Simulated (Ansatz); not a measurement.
SiC (F-43m), random displacements

These are results of Ansatz, DFT r2SCAN, scalar-relativistic, plane waves, PAW, not measurements. Cutoff 500 eV, Γ-centred 6×6×6 k-points, Gaussian smearing of 0.05 eV. No spin polarisation. Energies are free energies at this smearing, counted from the undisturbed cell; pressure is positive in compression.

Zero of the scan (as given, not relaxed at this level):

```xyz
8
Lattice="4.3480 0.0000 0.0000 0.0000 -4.3480 0.0000 0.0000 0.0000 -4.3480" Properties=species:S:1:pos:R:3 pbc="T T T"
Si    0.0000   -2.1740   -2.1740
Si    2.1740    0.0000   -2.1740
Si    2.1740   -2.1740    0.0000
Si    0.0000    0.0000    0.0000
C     3.2610   -3.2610   -3.2610
C     1.0870   -1.0870   -3.2610
C     1.0870   -3.2610   -1.0870
C     3.2610   -1.0870   -1.0870
```

The atoms are displaced (Å, in the unstrained cell):

```tsv
atom	ux	uy	uz
Si1	0.249	0.551	-0.072
Si2	0.176	0.352	-0.087
Si3	-0.132	0.076	0.089
Si4	-0.230	0.351	-0.420
C5	0.252	-0.314	-0.055
C6	-0.152	-0.273	0.056
C7	0.133	-0.707	0.202
C8	-0.295	-0.036	0.286
```

Strain (Voigt, engineering shear): (-0.0022, -0.0134, -0.0413, -0.0124, 0.0454, 0.0148).

Problem. What are the energy change, the stress and the forces?

Solution. ΔE = 3787.5 meV/atom; stress (xx, yy, zz, yz, xz, xy; compression positive) (133.60, 27.97, 174.24, -26.84, -116.58, 17.92) GPa.
```csv
atom,Fx (eV/Å),Fy,Fz
Si1,-43.50,-18.23,56.21
Si2,-4.14,-5.33,3.16
Si3,-1.13,-8.04,1.25
Si4,-7.97,-4.22,-2.51
C5,-1.44,7.90,5.20
C6,39.59,17.29,-51.39
C7,10.03,5.61,-2.99
C8,8.55,5.01,-8.93
```

Cost: 1 run of about 0.41 core-minutes, on Intel Xeon 6975P-C (Granite Rapids) (shared hosts).